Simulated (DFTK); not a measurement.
The system is Al.

```
CELL_PARAMETERS angstrom
0.00000 2.02481 2.02481
2.02481 0.00000 2.02481
2.02481 2.02481 0.00000
ATOMIC_POSITIONS crystal
Al 0.00000 0.00000 0.00000
```

Base run:

| Quantity | Value |
| --- | --- |
| Program | DFTK 0.8.2 |
| Functional | PBEsol |
| Potentials or basis | SG15 1.2 (PBE) |
| Cutoff | 1225 eV |
| k mesh | 11 × 11 × 11 |
| Occupations | fermi-dirac, width 0.05 eV |
| Spin | no spin polarisation |

Its results: band gap on the k mesh none (metal or under the smearing width); pressure -1.7 GPa.

Problem. After a change of settings the same cell gave: band gap on the k mesh none (metal or under the smearing width); pressure -4.6 GPa. Which change was it?
A. functional from PBEsol to PBE; potentials or basis from SG15 1.2 (PBE) to dojo.nc.sr.pbe.v0_4_1.standard.upf (PBE); cutoff from 1225 eV to 707 eV; valence electrons from 11 to 3
B. functional from PBEsol to PBE; potentials or basis from SG15 1.2 (PBE) to in-house norm-conserving set (PBE, scalar relativistic); cutoff from 1225 eV to 544 eV; valence electrons from 11 to 3
C. functional from PBEsol to LDA
D. potentials or basis from SG15 1.2 (PBE) to dojo.nc.sr.pbesol.v0_4_1.standard.upf (PBEsol); cutoff from 1225 eV to 707 eV; valence electrons from 11 to 3

Solution. C.

LDA binds more tightly than PBEsol, so the same cell stands under less pressure.

Caveats: the potentials were made for another functional, which shifts forces and pressure.

Not every run made on this cell is shown here.
